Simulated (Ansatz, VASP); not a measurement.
## Ge: VASP beside Ansatz

```
Ge
1.0
     2.28598    0.00000    0.00000
     0.00000    2.28598    0.00000
     0.00000    0.00000    2.28598
Ge
1
Cartesian
  0.0000 0.0000 0.0000
```

Change from the starting cell: volume scaled by 0.6, LAPW.

Alike in both runs: task single point; functional PBE; k mesh 15 × 15 × 15; occupations fermi-dirac, width 0.08 eV; no spin polarisation.

|  | VASP | Ansatz |
| --- | --- | --- |
| version | VASP 6.6.1 | Ansatz 0.2.0 |
| potentials or method | VASP PAW PBE potentials, release 64 (Ge_d), cutoff 520 eV | all-electron LAPW, scalar-relativistic |

|  | VASP | Ansatz | Ansatz less VASP |
| --- | --- | --- | --- |
| pressure (GPa) | 113.8 | 113.5 | -0.33 |

Ansatz ran all-electron here, so the differences hold the error of VASP's frozen core and of both bases.

Caveats: the cell as given lies far from equilibrium; so large a pressure means that the cell lies far from this level's equilibrium, or that cutoff or potentials fall short (VASP).
